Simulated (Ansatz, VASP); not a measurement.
# SnTe2: VASP beside Ansatz

```
Sn Te
1.0
     2.08831    1.20569    6.29096
    -2.08831    1.20569    6.29096
     0.00000   -2.41137    6.29096
Sn Te
1 2
Cartesian
  0.0000 0.0000 0.0000
  0.0000 0.0000 4.5553
  0.0000 0.0000 14.3176
```

Alike in both runs: task single point; functional PBEsol; k mesh 6 × 6 × 6; occupations fermi-dirac, width 0.02 eV; no spin polarisation.

```csv
,VASP,Ansatz
version,VASP 6.6.1,Ansatz 0.2.0
potentials or method,"VASP PAW PBE potentials, release 64 (Sn_d, Te)",plane waves
plane-wave cutoff (eV),520,420
valence electrons in the cell,26,46
```

|  | VASP | Ansatz | Ansatz less VASP |
| --- | --- | --- | --- |
| pressure (GPa) | -0.6 | -0.6 | -0.05 |
| largest component of the traceless stress (GPa) | 0.14 | 0.17 | +0.028 |
| rms of the force components (eV/Å) | 0.155 | 0.148 | -0.0074 |

Atom by atom the forces differ by 0.007 eV/Å (rms over components). The two sets of potentials don't hold the same shells in valence.

Caveats: the PAW data sets were made with another functional, which shifts forces and pressure a little (VASP). The runs have no spin-orbit coupling, so splittings on Te are missing.
